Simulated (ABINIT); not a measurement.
Runs of ABINIT 10.8.3 (patched build) on Si2Ni. It takes space group Fm-3m (No. 225, cubic). Conventional cell: a = 5.406 Å, b = 5.406 Å, c = 5.406 Å, α = 90.00°, β = 90.00°, γ = 90.00°. Around Ni (site symmetry m-3m) lie 8 Si at 2.34 Å. Si (site symmetry -43m) has 4 Ni at 2.34 Å as nearest neighbours. 

```tsv
level	potentials or basis	k mesh	cutoff (eV)	fine-grid cutoff	most SCF steps	mesh quality	gap on the mesh (eV)	pressure (GPa)	moment (μB)
PBE	JTH PAW PBE v2.0	9 × 9 × 9	1116	1714.32 eV	-	not flagged	none	4.1	0.00
LDA	JTH PAW LDA v2.0	7 × 7 × 7	816	1414.99 eV	-	not flagged	none	-	0.00
LDA	JTH PAW LDA v2.0	4 × 4 × 4	816	1414.99 eV	-	coarse	none	-	0.00
B3LYP	SPMS NC PBE v1.0	3 × 3 × 3	980	-	60	coarse	-	(a)	0.22
LDA	JTH PAW LDA v2.0	5 × 5 × 5	816	1414.99 eV	-	coarse	none	-	0.00
```

Alike in all rows: task single point; spin collinear, ferromagnetic start; cell as given; smearing fermi-dirac 0.05 eV.

Task: Estimate the missing entries.

Result: (a) 13.2.

Caveats: some runs use coarse meshes; small starting moments can end in a higher magnetic state in this program; exact exchange is summed on a coarse mesh, which widens gaps by tenths of an eV (some runs); the potentials were made for another functional, which shifts forces and pressure (some runs).

A k mesh can miss the band edges.

A gap of «none» marks a metal or a gap under the smearing width.

Not every run made on this cell is shown here.
